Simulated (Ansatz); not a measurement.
# Hf/BP/Hf: current against voltage, part 4 of 4

What current flows through Hf/BP/Hf, and is the curve linear and symmetric? Both electrodes are Hf hcp(0001); the barrier is BP zinc blende(111) (whole bilayers). In the first transport cell, after relaxation, the nearest pair of electrode and barrier is Hf–P at 2.68 Å, along the normal, at the lower face and Hf–B at 2.43 Å, along the normal, at the upper one. All share a net of side 3.2 Å, which strains the lower electrode by +0.0 % and the barrier by -0.5 %, against typed lattice constants near PBE's. The first steps treat the bulk electrodes alone.

Ansatz 0.2.0; PBE DFT, plane waves, PAW files (the session's first sound run).

So far. Step 3 (Relaxing the interfaces): The largest force component on a free atom ends at 0.024 eV/Å. At one or more of this run's solves the program warned of density in the dipole ramp over its bound, where dipole, forces and levels can be off. Step 4 (The voltage sweep): All 5 points reached self-consistency. On every other mesh point the currents change by up to 14 %. The leads' potential repeats within 60 meV, on the large side, so longer leads could move the currents.

**5. Transmission over a wide range of energy**

This step: PBE DFT, plane waves, PAW files; ballistic transmission by layer matching between semi-infinite leads (Ansatz 0.2.0).

The relaxed core is set between ideal electrode layers (this cell holds 8 atomic planes between the electrodes; where that differs from the relaxed slab, whole periods were copied in or cut out without a new relaxation), which the solver continues as semi-infinite leads. A wide energy window on a coarse mesh (12×12) shows where the Fermi level lies against the barrier's bands; the projected density of states shows how far the metals' states reach in.

File input.yaml:

```yaml
crystal:
  lattice:
    - [3.2, 0.0, 0.0]
    - [-1.6, 2.7712812921, 0.0]
    - [0.0, 0.0, 78.3170303189]
  atoms:
    - { symbol: Hf, position: [0.0, 0.0, 0.0893803043] }
    - { symbol: Hf, position: [0.33333333, 0.66666667, 0.1218035151] }
    - { symbol: Hf, position: [0.0, 0.0, 0.154226726] }
    - { symbol: Hf, position: [0.33333333, 0.66666667, 0.1866499369] }
    - { symbol: Hf, position: [0.0, 0.0, 0.2190731478] }
    - { symbol: Hf, position: [0.33333333, 0.66666667, 0.2514963586] }
    - { symbol: Hf, position: [0.0, 0.0, 0.2839195695] }
    - { symbol: Hf, position: [0.33333333, 0.66666667, 0.3163427804] }
    - { symbol: Hf, position: [0.0, 0.0, 0.3487659913] }
    - { symbol: Hf, position: [0.33333333, 0.66666667, 0.3811892021] }
    - { symbol: Hf, position: [0.0, 0.0, 0.413152637] }
    - { symbol: P, position: [0.0, 0.0, 0.4473618094] }
    - { symbol: B, position: [0.33333333, 0.66666667, 0.4557763955] }
    - { symbol: P, position: [0.33333333, 0.66666667, 0.4811461078] }
    - { symbol: B, position: [0.66666667, 0.33333333, 0.4891855138] }
    - { symbol: P, position: [0.66666667, 0.33333333, 0.5150448789] }
    - { symbol: B, position: [0.0, 0.0, 0.523084285] }
    - { symbol: P, position: [0.0, 0.0, 0.5489436501] }
    - { symbol: B, position: [0.33333333, 0.66666667, 0.5559366422] }
    - { symbol: Hf, position: [0.33333333, 0.66666667, 0.5869234266] }
    - { symbol: Hf, position: [0.66666667, 0.33333333, 0.6188107979] }
    - { symbol: Hf, position: [0.33333333, 0.66666667, 0.6512340087] }
    - { symbol: Hf, position: [0.66666667, 0.33333333, 0.6836572196] }
    - { symbol: Hf, position: [0.33333333, 0.66666667, 0.7160804305] }
    - { symbol: Hf, position: [0.66666667, 0.33333333, 0.7485036414] }
    - { symbol: Hf, position: [0.33333333, 0.66666667, 0.7809268522] }
    - { symbol: Hf, position: [0.66666667, 0.33333333, 0.8133500631] }
    - { symbol: Hf, position: [0.33333333, 0.66666667, 0.845773274] }
    - { symbol: Hf, position: [0.66666667, 0.33333333, 0.8781964849] }
    - { symbol: Hf, position: [0.33333333, 0.66666667, 0.9106196957] }
kpoints:
  mp_grid: { grid: [12, 12, 1] }
scf:
  occupations: { method: fermi_dirac, width: 0.1 }
  max_iter: 150
hamiltonian:
  xc: pbe
output:
  transmission:
    kmesh: [12, 12]
    e_range: [-4, 2]
    de: 0.1
    leads: [[4, 6], [24, 26]]
  dos: { projected: true, e_range: [-6, 5], de: 0.05 }
  write_potential: true
  write_density: true
  volumetric_format: npy
```

Started as:

```
> ansatz run input.yaml --threads 4 --pin off --max-ram 16384MiB --backend cpu --events-out ev --progress --plain --runs-dir out
```

Numbers of over 12 decimals in the logs are rounded to 6 here.

The log of the run:

```text
[...]
Crystal: 30 atoms, lattice volume = 694.523 Å³
Basis set: ecut = 420 eV, 13761 PW (Γ)
Bands: 363, of which v1, the nominal top of the filled ones, is band 302 counted from 1 (301 counted from 0)
Symmetry: 6 space group operations
[...]
k-points: 19 of 144 (time reversal used)
[...]
SCF iter   1: F=—  HF=-349516.849615 eV  |F-HF|=—  |Δ(HF+E_count)|=         —  Δρ=1.22e-2  dr2=2.69e2  ethr=1.77e-3  ⟨swp⟩=6.2  Hψ=25462  notcnv=0  defer=78
[...]
SCF iter  10: F=-349516.058473 eV  HF=-349516.058473 eV  |F-HF|=6.68e-8  |Δ(HF+E_count)|=   4.76e-8  Δρ=1.34e-6  dr2=7.12e-8  ethr=1.66e-11  ⟨swp⟩=12.5  Hψ=27610  notcnv=0
SCF 1 converged in 10 iterations: F = -349516.058473 eV  dr2 = 7.12e-8
[...]
transmission: 144 of 1406 steps passed
transmission: 284 of 1406 steps passed
[...]
transmission: 1406 of 1406 steps passed
[...]
SCF converged after 10 iterations
Free energy (F): -349516.058473 eV
[...]
Internal energy: -349515.246019 eV  (E = F + TS)
E sigma→0 (E₀):  -349515.652246 eV
Entropy (-TS):   -0.812454 eV (-27.082 meV/atom)
Fermi energy:    14.703739 eV
[...]
--- Band table (eV; the first three rows and the last of 19) ---
  k-point 0: bands = [... 298 lower, 15.7013, 15.7013, 15.7065, 15.7065, 15.7106, 15.7131, 15.7131, 15.7143, ... 57 higher]
  k-point 1: bands = [... 298 lower, 15.4026, 15.4212, 15.4222, 15.4560, 15.4653, 15.5123, 15.5217, 15.5836, ... 57 higher]
  k-point 2: bands = [... 298 lower, 14.8189, 14.9013, 14.9425, 15.0146, 15.0186, 15.1750, 15.2073, 15.2837, ... 57 higher]
  k-point 18: bands = [... 298 lower, 13.6756, 14.1811, 14.5283, 14.5288, 14.5370, 14.5663, 14.5774, 14.5830, ... 57 higher]
--- Transmission ---
  basis      : 85 plane waves across, 74 finite elements along
  points     : 19, standing for a mesh of 12 x 12
  energies   : 61 from -4.000000 to 2.000000 eV about the Fermi level, 0.100000 eV apart; the leads are filled to 0.000000 eV, and channels, transmission and decay are at 0.000000 eV
  crystal 0  : Hf2, at the sites [4, 6], period 5.0786 Å, over 25.39 Å; its Hamiltonian steps by up to 32.0 meV: too much for a lead, lay more layers or, if its atoms are ordered, name the step of that order
    offset         : up to 0.0000 Å between an atom of the period and one for which it stands
    channels       : 6.666667e-1 a spin
    conductance    : none, the energies end too early or step too widely for 300 K: set another output.transmission.e_range or a lower de, or, where they end at an eighth of basis.ecutwfc, a higher one
    slowest decay  : 0.1008 /Å at (0.1667, 0.0833)
[...]
channels       : 7.083333e-1 a spin
[...]
slowest decay  : 0.1009 /Å at (0.1667, 0.0833)
  junction   : crystal 0 to crystal 1, 20.27 to 56.65 Å
    transmission   : 3.305425e-2 a spin
[...]
```

Run time: 7.3 min. Hardware: 4 threads of Arm Neoverse V2, shared host; peak memory 7.7 GiB.

Numbers from this step:

* level to which the leads are filled: 0 eV from the Fermi level
* transmission at the Fermi level (a spin, zone mean): 0.03305
* channels of the lower lead: 0.6667
* channels of the upper lead: 0.7083
* potential step in the lower lead: 32 meV
* potential step in the upper lead: 32.2 meV

One spin. Transmission, zone mean against energy, zero at the Fermi level:

```tsv
energy (eV)	transmission, zone mean
-4.00	0.244
-3.70	0.393
-3.40	0.436
-3.10	0.545
-3.00	0.589
-2.90	0.582
-2.60	0.460
-2.30	0.172
-2.00	0.0301
-1.70	0.0352
-1.50	0.102
-1.40	0.0648
-1.10	0.0595
-0.90	0.0717
-0.60	0.0400
-0.30	0.0348
0.00	0.0331
0.30	0.115
0.60	0.0207
0.90	0.0177
1.10	0.0592
1.40	0.00945
1.70	0.00211
2.00	0.00123
```

One spin. Table of open channels, zone mean by energy, zero at the Fermi level:

```tsv
energy (eV)	lower lead	upper lead
-4.00	0.590	0.590
-3.80	0.590	0.590
-3.70	0.632	0.632
-3.50	0.667	0.667
-3.40	0.792	0.792
-3.20	0.854	0.854
-3.00	0.854	0.854
-2.90	0.812	0.812
-2.70	0.75	0.75
-2.50	0.708	0.708
-2.40	0.708	0.708
-2.20	0.458	0.479
-2.10	0.562	0.562
-1.90	0.576	0.576
-1.70	0.368	0.368
-1.60	0.576	0.576
-1.40	0.882	0.882
-1.20	1.06	1.06
-1.10	1.44	1.44
-0.90	1.60	1.60
-0.80	1.40	1.40
-0.60	0.875	0.875
-0.40	0.417	0.417
-0.30	0.458	0.458
-0.10	0.528	0.528
0.00	0.667	0.708
0.10	0.75	0.75
0.20	0.875	0.958
0.40	1.10	1.10
0.50	1.26	1.26
0.70	1.47	1.47
0.90	1.38	1.38
1.00	1.53	1.37
1.20	1.02	1.02
1.40	0.729	0.729
1.50	1.14	1.14
1.70	1.24	1.24
1.80	1.20	1.20
2.00	0.979	0.979
```

Transmission over k1 and k2. At 0.0000 eV from the Fermi level.

Ten even steps from '_' (0.000) to '@' (0.653):
```
________________________
____________________..__
________________________
________________________
__________****__________
__________**@@**________
____________****________
________________________
________________________
____..__________________
________________________
________________________
```
Columns: k1 (b1) from -0.5 to 0.417; rows upwards: k2 (b2) from -0.5 to 0.417.

Open channels of the lower lead over k1 and k2. At 0.0000 eV from the Fermi level.

Values, 12 rows by 12 columns:
```
0.00 0.00 0.00 0.00 0.00 0.00 0.00 0.00 2.00 2.00 2.00 2.00
2.00 0.00 0.00 0.00 0.00 0.00 0.00 0.00 2.00 2.00 2.00 2.00
2.00 0.00 0.00 0.00 0.00 0.00 0.00 0.00 0.00 2.00 2.00 2.00
2.00 0.00 0.00 0.00 1.00 1.00 1.00 0.00 0.00 0.00 2.00 2.00
0.00 0.00 0.00 0.00 1.00 1.00 1.00 1.00 0.00 0.00 0.00 0.00
0.00 0.00 0.00 0.00 1.00 1.00 2.00 1.00 1.00 0.00 0.00 0.00
0.00 0.00 0.00 0.00 0.00 1.00 1.00 1.00 1.00 0.00 0.00 0.00
2.00 2.00 2.00 0.00 0.00 0.00 1.00 1.00 1.00 0.00 0.00 0.00
2.00 2.00 2.00 2.00 0.00 0.00 0.00 0.00 0.00 0.00 0.00 0.00
2.00 2.00 2.00 2.00 2.00 0.00 0.00 0.00 0.00 0.00 0.00 0.00
0.00 2.00 2.00 2.00 2.00 0.00 0.00 0.00 0.00 0.00 0.00 0.00
0.00 0.00 2.00 2.00 2.00 0.00 0.00 0.00 2.00 2.00 2.00 0.00
```
Columns: k1 (b1) from -0.5 to 0.417; rows upwards: k2 (b2) from -0.5 to 0.417.

Projected DOS an atom over height of the atomic layer and energy from the Fermi level. Layers: Hf Hf Hf Hf Hf Hf Hf Hf Hf Hf Hf P B P B P B P B Hf Hf Hf Hf Hf Hf Hf Hf Hf Hf Hf; projections on atoms miss part of the total, and the computed bands can run out at the top of the range; a column is the mean of 2 neighbouring layers, the last of those left over.

Ten even steps from '_' (0.02 states/eV) to '@' (1.61 states/eV), each cell a mean:
```
::--------......__..--------::
::::::::::::......::::::::::::
==----------..::..::--------==
**----------..::..----------++
++--------::__..__::--------++
**==------::______::------==**
**########::______::########**
##%%%%%%@@==______++@@%%%%%%##
@@@@@@@@@@==______++@@@@@@@@@@
%%########**______##########%%
##==----==--______++++==--==##
##@@@@@@@@--______--**%%%%%%##
%%**####++++......++**######%%
--======++++::....--====++==--
++++++++++--::::::--++++++++++
==========--::::::--==========
--========--::--::::========--
::::----::::------::::::--::::
..........::::::--............
............::::::............
__________..::::::..__________
__________....::::..__________
```
Columns: height of the atomic layer (Å) from 8.27 to 70.0 (not evenly spaced); rows upwards: energy from the Fermi level (eV) from -6 to 5.

At the Fermi level the transmission is 0.033, as a zone mean for one spin on this coarse mesh. At the Fermi level the layers of this cell's barrier hold from 0.045 to 0.41 states an eV and atom. In the worse lead the potential repeats within 32 meV, which the program flags as too much for a lead, so G carries that doubt.

**6. A repeat with changed settings**

This step: PBE DFT, plane waves, PAW files; current against voltage, self-consistent between two reservoirs; changed: hamiltonian.hubbard = {"sites": [{"species": "Hf", "l": "d", "u_eff": 5.0}], "double_counting": "amf"} (Ansatz 0.2.0).

This run repeats an earlier one, its twin (the current run, 8 atomic planes between the electrodes), with two settings changed (hamiltonian.hubbard.sites, hamiltonian.hubbard.double_counting; files written aside). It is meant to test what a Hubbard term shifts. Where the input is shown as a difference, that is against the step before, not the twin.

Edit input.yaml of step 5 so:

```diff
@@ -43,9 +43,9 @@
   xc: pbe
+  hubbard: { sites: [{ species: Hf, l: d, u_eff: 5.0 }], double_counting: amf }
 output:
-  transmission:
-    kmesh: [12, 12]
-    e_range: [-4, 2]
-    de: 0.1
+  current_voltage:
+    bias: [0.1, 0.6, 0.8, 1.0]
+    kmesh: [18, 18]
     leads: [[4, 6], [24, 26]]
-  dos: { projected: true, e_range: [-6, 5], de: 0.05 }
+    electrode_ends: [10, 19]
   write_potential: true
```

The log of the run:

```text
Error: output.current_voltage with hamiltonian.hubbard — under bias the Hubbard occupations are kept to the symmetry of the cell at no bias, whose operations and time reversal a current can break; remove hamiltonian.hubbard, or drop output.current_voltage
```

Wall time 0.02 s (4 threads); peak memory 0.031 GiB.

The input was rejected at the start.

The program's message: “Error: output.current_voltage with hamiltonian.hubbard — under bias the Hubbard occupations are kept to the symmetry of the cell at no bias, whose operations and time reversal a current can break; rem …”

**7. Results**

```
conductance at zero bias  : 4.7e13 S/m²
current density at +0.1 V : 4.3e12 A/m²
current density at +0.6 V : 2.0e13 A/m²
current density at +0.8 V : 1.7e13 A/m²
current density at +1 V   : 8.8e12 A/m²
```

At 1 V the junction carries 8.8e12 A/m². Against the linear law (zero-bias conductance times bias) the currents are 0.92 (+0.1 V), 0.70 (+0.6 V), 0.45 (+0.8 V) and 0.19 (+1 V) times as large. A transmission of 0.033 across 14 Å is too high for tunnelling deep in a gap, so the spacer works as a low barrier at best. Between +0.6 and +0.8 V, and between +0.8 and +1 V the size of the current falls as the size of the bias grows: a negative differential resistance, if the mesh is fine enough to trust it. On every other mesh point the current differs by up to 14 %, and the leads' misfit reaches 60 meV; ratios near 1 within such errors aren't resolved. At +0.1 V, +0.6 V, +0.8 V and +1 V states bound at the junction, filled by the side they lie on, hold more charge than the bias moved, so the potential there rests on that rule. Between 91 and 95 % of the bias drops across the junction. No spin-orbit coupling, phonons, disorder or image charges enter; the interfaces are ordered, one cell wide and lattice-matched by strain. Semilocal gaps are too small, which can bring a band edge of the barrier nearer to the Fermi level than it is.

[Logs are printed without paths, hosts, clocks, repeated set-up lines and the standing remarks that a program may print on its own settings, such as how far it seeks lower states.]

[Hosts, paths, dates, database ids (printed as entryN), source tags and the programs' standing remarks are cut or masked in the printed files.]
